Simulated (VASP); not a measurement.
Set up this calculation in VASP 6.6.1, as the native input.

| Item | Value |
| --- | --- |
| Task | relaxation of cell and atoms |
| Functional | PBE |
| Potentials or basis | VASP PAW PBE potentials, release 64 (Be, Se) |
| Cutoff | 300 eV |
| k mesh | 5 × 5 × 5 |
| Occupations | gaussian, width 0.03 eV |
| Spin | no spin polarisation |
| Further INCAR settings | ALGO = Normal; EDIFF = 1e-07; IBRION = 2; EDIFFG = -0.005; NSW = 90; ISIF = 3 |

The structure of BeSe lies in POSCAR:

```
BeSe                                    
1.0
   -0.0000000000      2.5922075868      2.5922075868
    2.5922075868      0.0000000000      2.5922075868
    2.5922075868      2.5922075868      0.0000000000
  Be              Se            
     1     1
Direct
     0.0000000000000000    0.0000000000000000    0.0000000000000000
     0.2500000000000000    0.2500000000000000    0.2500000000000000
```

These files were run (other wordings do the same):

INCAR

```
SYSTEM = BeSe
  PREC = Accurate
  ENCUT = 300
  EDIFF = 1E-7
  ISMEAR = 0
  SIGMA = 0.03
  LREAL = .FALSE.
  LASPH = .TRUE.
  NELM = 80
  ALGO = Normal
  ISIF = 3
  LWAVE = .FALSE.
  LCHARG = .FALSE.
  GGA = PE
  IBRION = 2
  NSW = 90
  EDIFFG = -0.005
```

KPOINTS

```
regular mesh
0
G
  5 5 5
  0 0 0
```

Potentials or basis: VASP PAW PBE potentials, release 64 (Be, Se).

Command:

```console
$ cat potpaw_PBE.64/Be/POTCAR potpaw_PBE.64/Se/POTCAR > POTCAR
$ mpirun -np 1 vasp_std > vasp.out
```

It gave:

```json
{"Pressure after relaxing": "0.0 GPa", "Band gap on the k mesh": "2.90 eV, indirect (least direct gap 4.19 eV)"}
```

Caveat: the cutoff is under 1.25 times the usual one of these potentials, so pressure, stress and relaxed cells hold a basis-set (Pulay) error; the relaxation stopped at its first step, so nothing moved; an odd mesh through Γ misses points on the zone boundary, where band edges often lie.

It took 2.9 s on 1 thread of Intel(R) Xeon(R) Platinum 8559C (Emerald Rapids), on a shared host, peak memory 0.13 GiB.
